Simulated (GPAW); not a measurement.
# MgSe (Fm-3m) in GPAW: equation of state

How stiff is MgSe in PBEsol, and what volume does it want? The cell is scaled to several volumes.

Program: GPAW 26.7.0. These are calculated values, not measurements. Logs are shortened: lines on timing, memory, paths and dates and some standing lists are left out, and cuts for length are marked. The log counts tension as positive stress, the text compression.

**1. The crystal as given**

It takes space group Fm-3m (No. 225, cubic). The conventional cell has a = 5.451 Å, b = 5.451 Å, c = 5.451 Å, α = 90.00°, β = 90.00°, γ = 90.00°. Se (site symmetry m-3m) is surrounded by 6 Mg at 2.73 Å. Mg (site symmetry m-3m) is surrounded by 6 Se at 2.73 Å.

**2. Equation of state, PBEsol**

Contents of run.py:

```python
from ase import Atoms
from ase.eos import EquationOfState
from ase.io import Trajectory
from ase.units import GPa
from gpaw import GPAW, PW, setup_paths

setup_paths.insert(0, '.')

atoms = Atoms(['Se', 'Mg'],
              cell=[[0.0, 2.7255, 2.7255],
                    [2.7255, 0.0, 2.7255],
                    [2.7255, 2.7255, 0.0]],
              scaled_positions=[[0.5, 0.5, 0.5],
                                [0.0, 0.0, 0.0]],
              pbc=True)

traj = Trajectory('eos.traj', 'w')
volumes, energies = [], []
for x in [0.94, 0.96, 0.98, 1.0, 1.02, 1.04, 1.06]:
    a = atoms.copy()
    a.set_cell(atoms.cell * x**(1 / 3), scale_atoms=True)
    calc = GPAW(mode=PW(800),
                xc='PBEsol',
                kpts={'size': (8, 8, 8), 'gamma': True},
                occupations={'name': 'fermi-dirac', 'width': 0.05},
                nbands=16,
                convergence={'density': 1e-05, 'energy': 1e-05},
                maxiter=150,
                txt=f'eos-{x:.2f}.txt')
    a.calc = calc
    energies.append(a.get_potential_energy(force_consistent=True))
    volumes.append(a.get_volume())
    p = -a.get_stress()[:3].mean() / GPa
    calc.write(f'eos-{x:.2f}.gpw')
    traj.write(a)
    print(f'{x:.2f} {volumes[-1]:10.4f} A^3 {energies[-1]:14.6f} eV {p:9.3f} GPa', flush=True)

v0, e0, B = EquationOfState(volumes, energies, eos='birchmurnaghan').fit()
print(f'V0 = {v0:.4f} A^3, E0 = {e0:.6f} eV, B0 = {B / GPa:.2f} GPa')
```

Potentials or basis: PAW data sets generated in the run's folder for this functional, pw.

Launch:

```bash
$ gpaw-setup -f PBEsol Mg Se
$ OMP_NUM_THREADS=1 python run.py
```

The program printed:

```text
__  _  _
 | _ |_)|_||  |
 |__||  | ||/\| - 26.7.0

Input parameters:
  mode=PW(ecut=800.0),
  convergence={'density': 1e-05, 'energy': 1e-05},
  kpts=MonkhorstPack(size=(8, 8, 8), gamma=True),
  maxiter=150,
  nbands=16,
  occupations=Occupations(name='fermi-dirac', width=0.05),
  xc=XC(name='PBEsol')

Diagonalizing LCAO Hamiltonian
Converting LCAO to pw mode

               Se

       Mg

Atoms  # Å, Bohr magnetons
|   | symbol |        x |        y |        z |    initial magnetic moments |
|---|--------|----------|----------|----------|-----------------------------|
| 0 |     Se | 2.669862 | 2.669862 | 2.669862 | ( 0.0000,  0.0000,  0.0000) |
| 1 |     Mg | 0.000000 | 0.000000 | 0.000000 | ( 0.0000,  0.0000,  0.0000) |

Unit cell  # Å
| periodic |        x |        y |        z |  lengths |    angles |
|----------|----------|----------|----------|----------|-----------|
|      yes | 0.000000 | 2.669862 | 2.669862 | 3.775755 | 60.000000 |
|      yes | 2.669862 | 0.000000 | 2.669862 | 3.775755 | 60.000000 |
|      yes | 2.669862 | 2.669862 | 0.000000 | 3.775755 | 60.000000 |

Number of symmetries: 48
Symmetry operations  # r_c * U_cc + t_c -> r_c
|    | kind |            matrix            |
|----|------|------------------------------|
|  0 |  σ   |  1, 0, 0,  1, 0,-1,  1,-1, 0 |
|  1 |  C2  |  1, 0, 0,  1,-1, 0,  1, 0,-1 |
|  2 |  E   |  1, 0, 0,  0, 1, 0,  0, 0, 1 |
|  3 |  σ   |  1, 0, 0,  0, 0, 1,  0, 1, 0 |
|  4 |  C4  |  1, 0,-1,  1, 0, 0,  1,-1, 0 |
|  5 |  S6  |  1, 0,-1,  1,-1, 0,  1, 0, 0 |
|  6 |  σ   |  1, 0,-1,  0, 1,-1,  0, 0,-1 |
|  7 |  C3  |  1, 0,-1,  0, 0,-1,  0, 1,-1 |
|  8 |  S6  |  1,-1, 0,  1, 0, 0,  1, 0,-1 |
|  9 |  C4  |  1,-1, 0,  1, 0,-1,  1, 0, 0 |
| 10 |  C3  |  1,-1, 0,  0,-1, 1,  0,-1, 0 |
| 11 |  σ   |  1,-1, 0,  0,-1, 0,  0,-1, 1 |
| 12 |  σ   |  0, 1, 0,  1, 0, 0,  0, 0, 1 |
| 13 |  C4  |  0, 1, 0,  0, 1,-1, -1, 1, 0 |
| 14 |  C3  |  0, 1, 0,  0, 0, 1,  1, 0, 0 |
| 15 |  S6  |  0, 1, 0, -1, 1, 0,  0, 1,-1 |
| 16 |  C2  |  0, 1,-1,  1, 0,-1,  0, 0,-1 |
| 17 |  σ   |  0, 1,-1,  0, 1, 0, -1, 1, 0 |
| 18 |  S4  |  0, 1,-1,  0, 0,-1,  1, 0,-1 |
| 19 |  C4  |  0, 1,-1, -1, 1, 0,  0, 1, 0 |
| 20 |  C3  |  0, 0, 1,  1, 0, 0,  0, 1, 0 |
| 21 |  σ   |  0, 0, 1,  0, 1, 0,  1, 0, 0 |
| 22 |  S6  |  0, 0, 1,  0,-1, 1, -1, 0, 1 |
| 23 |  C4  |  0, 0, 1, -1, 0, 1,  0,-1, 1 |
| 24 |  S4  |  0, 0,-1,  1, 0,-1,  0, 1,-1 |
| 25 |  C3  |  0, 0,-1,  0, 1,-1,  1, 0,-1 |
| 26 |  C2  |  0, 0,-1,  0,-1, 0, -1, 0, 0 |
| 27 |  S6  |  0, 0,-1, -1, 0, 0,  0,-1, 0 |
| 28 |  S4  |  0,-1, 1,  1,-1, 0,  0,-1, 0 |
| 29 |  C4  |  0,-1, 1,  0, 0, 1, -1, 0, 1 |
| 30 |  C2  |  0,-1, 1,  0,-1, 0,  1,-1, 0 |
| 31 |  σ   |  0,-1, 1, -1, 0, 1,  0, 0, 1 |
| 32 |  C3  |  0,-1, 0,  1,-1, 0,  0,-1, 1 |
| 33 |  S6  |  0,-1, 0,  0, 0,-1, -1, 0, 0 |
| 34 |  S4  |  0,-1, 0,  0,-1, 1,  1,-1, 0 |
| 35 |  C2  |  0,-1, 0, -1, 0, 0,  0, 0,-1 |
| 36 |  C2  | -1, 1, 0,  0, 1, 0,  0, 1,-1 |
| 37 |  S6  | -1, 1, 0,  0, 1,-1,  0, 1, 0 |
| 38 |  S4  | -1, 1, 0, -1, 0, 1, -1, 0, 0 |
| 39 |  C3  | -1, 1, 0, -1, 0, 0, -1, 0, 1 |
| 40 |  S6  | -1, 0, 1,  0, 0, 1,  0,-1, 1 |
| 41 |  C2  | -1, 0, 1,  0,-1, 1,  0, 0, 1 |
| 42 |  C3  | -1, 0, 1, -1, 1, 0, -1, 0, 0 |
| 43 |  S4  | -1, 0, 1, -1, 0, 0, -1, 1, 0 |
| 44 |  C2  | -1, 0, 0,  0, 0,-1,  0,-1, 0 |
| 45 |  i   | -1, 0, 0,  0,-1, 0,  0, 0,-1 |
| 46 |  σ   | -1, 0, 0, -1, 1, 0, -1, 0, 1 |
| 47 |  C2  | -1, 0, 0, -1, 0, 1, -1, 1, 0 |

BZ-sampling:
  Number of BZ points: 512
  Number of IBZ points: 29

  Monkhorst-Pack size: [8, 8, 8]
  Monkhorst-Pack shift: [0.0625, 0.0625, 0.0625]

K-points  # in reciprocal-cell coordinates
|     |                                coordinates |     weight |
|-----|--------------------------------------------|------------|
|   0 | (  0.00000000,   0.00000000,   0.00000000) | 0.00195312 |
|   1 | (  0.12500000,   0.12500000,   0.00000000) | 0.01171875 |
|   2 | (  0.12500000,   0.12500000,   0.12500000) | 0.01562500 |
|   3 | (  0.25000000,   0.12500000,   0.12500000) | 0.02343750 |
|   4 | (  0.25000000,   0.25000000,   0.00000000) | 0.01171875 |
|   5 | (  0.25000000,   0.25000000,   0.12500000) | 0.04687500 |
|   6 | (  0.25000000,   0.25000000,   0.25000000) | 0.01562500 |
|   7 | (  0.37500000,   0.25000000,  -0.37500000) | 0.04687500 |
|   8 | (  0.37500000,   0.25000000,   0.12500000) | 0.04687500 |
|   9 | (  0.37500000,   0.25000000,   0.25000000) | 0.04687500 |
| ... |                                            |            |
|  28 | (  0.50000000,   0.50000000,   0.50000000) | 0.00781250 |

Plane wave coefficients: 1972
Cutoff: 800.0 eV

Spin-components: 1 (collinear spins)
Bands:           16
Projectors:      10
Spin-degeneracy: 2
Datatype:        complex128

Parallelization:
  kpt:    1
  domain: 1
  band:   1

Density:
  Valence electrons: 16.0
  Components: 1
  Grid points: [25 25 25]
  Charge: 0.0  # |e|

Potential:
  Grid points: [25 25 25]

species:
  Se:
    name:    Selenium
    Z:       34.0
    valence: 6
    core:    28
    charge:  0.0  # [|e|]
    compensation charges:
      type: gauss
      rc: 0.27  # [Å]
      lmax: 2
    cutoffs:
      filter: 1.77  # [Å]
      core: 2.67  # [Å]
    projectors
    | kind |    occ | energy [eV] | rcut [Å] |
    |------|--------|-------------|----------|
    |   4s |  2.000 |     -17.281 |    0.847 |
    |   4p |  4.000 |      -6.511 |    1.005 |
    |    s |        |       9.930 |    0.847 |
    |    p |        |      20.700 |    1.005 |
    |    d |        |       0.000 |    0.847 |

    Using partial waves for Se as LCAO basis

  Mg:
    name:    Magnesium
    Z:       12.0
    valence: 10
    core:    2
    charge:  0.0  # [|e|]
    compensation charges:
      type: gauss
      rc: 0.33  # [Å]
      lmax: 2
    cutoffs:
      filter: 1.86  # [Å]
      core: 0.54  # [Å]
    projectors
    | kind |    occ | energy [eV] | rcut [Å] |
    |------|--------|-------------|----------|
    |   2s |  2.000 |     -79.588 |    1.090 |
    |   3s |  2.000 |      -4.679 |    1.090 |
    |   2p |  6.000 |     -46.550 |    1.085 |
    |   3p |  0.000 |      -1.306 |    1.085 |
    |    d |        |       0.000 |    1.037 |

    Using partial waves for Mg as LCAO basis

Reference energy: -71496.016937  # eV

eigensolver:
  PPCG
  Converge bands: occupied
  niter=2

density mixing:
  MSR1-Mixer
  Pratt-step length: 0.05
  Maximum mixing coefficient: 0.75
  Old densities: 10
  SVD Regularization: 0.005
  Good broyden scale: 1.0
  Trust region scale: 1.0
  Backstep threshold: 4.0
  History deletion threshold: 6.0
  Fourier metric: weight=20.0, sigma=0.015

occupation numbers:
  Fermi-Dirac:
    width: 0.0500  # eV

poisson solver:
  ecut: 6400.0  # eV

xc functional:
  name: PBEsol with 2 nearest neighbor stencil

convergence criteria:
- Maximum integral of absolute [dens]ity change: 1e-05 electrons / valence electron
- Maximum [total energy] change in last 3 cyles: 1e-05 eV / valence electron
- Maximum integral of absolute [eigenst]ate change: 4e-08 eV^2 / valence electron
maximum number of iterations: 150

SCF iterations
|iter     | |      energy | eigst |  dens |
|---------|-|-------------|-------|-------|
|iter:   1| |   -8.374103 | -0.04 |       |
|iter:   2| |   -8.336799 | -2.42 | -1.22 |
|iter:   3| |   -8.170409 | -1.98 | -1.25 |
|iter:   4| |   -8.171565 | -3.56 | -1.87 |
|iter:   5| |   -8.171944 | -4.25 | -2.32 |
|iter:   6| |   -8.171948 | -6.07 | -3.53 |
|iter:   7| |   -8.171948c| -7.23 | -4.03 |
|iter:   8| |   -8.171948c| -7.57c| -4.96 |
|iter:   9| |   -8.171948c| -8.71c| -5.66c|

Converged in 9 steps
Energy contributions relative to reference atoms: (reference = -71496.016937)

Energy contributions:
  Kinetic:          13.994465
  Coulomb:         -11.488104
  Zero:             -0.062437
  External:          0.000000
  Xc:              -10.615872
  Entropy:          -0.000000
  Spinorbit:         0.000000
  ----------------------------
  Free energy:      -8.171948
  Extrapolated:     -8.171948

dipole moment: (-7.668328, -7.668328, -7.668328)  # |e|*Ang

Fermi level: 6.471
Eigenvalues  # (at kpt = [0.000, 0.000, 0.000])
| band index |      eig [eV] | occ [0-2] |
|------------|---------------|-----------|
|          0 |       -69.484 |     2.000 |
|          1 |       -36.456 |     2.000 |
|          2 |       -36.456 |     2.000 |
|          3 |       -36.456 |     2.000 |
|          4 |        -7.802 |     2.000 |
|          5 |         5.521 |     2.000 |
[... 8 lines left out ...]
|         14 |        16.409 |     0.000 |
|         15 |        17.163 |     0.000 |

Gap: 1.874 eV
Transition (v -> c):
  (s=0, k=0, n=7, [0.00, 0.00, 0.00]) -> (s=0, k=24, n=8, [0.50, 0.50, 0.00])
Direct/indirect transitions are different
Direct gap: 2.946 eV
Transition at: (s=0, k=0, n=7, [0.00, 0.00, 0.00])

Stress tensor  # eV/Ang^3
|         x |         y |         z |
|-----------|-----------|-----------|
| -0.028599 |  0.000000 |  0.000000 |
|  0.000000 | -0.028599 |  0.000000 |
|  0.000000 |  0.000000 | -0.028599 |

# Writing to eos-0.94.gpw (mode='')
```

It took 66 s on 1 thread of Intel Xeon 6975P-C (Granite Rapids), shared host; peak memory 0.32 GiB.

Results:

| Quantity | Value |
| --- | --- |
| Equilibrium volume | 20.25 Å³/atom |
| Bulk modulus | 65 GPa |
| Pressure derivative of the bulk modulus | 4.1 |

Energy against volume, from the lowest point:
```tsv
volume (Å³/atom)	energy (meV/atom)
19.031	16.53
19.436	7.10
19.841	1.73
20.246	0.00
20.651	1.57
21.056	6.12
21.461	13.35
```
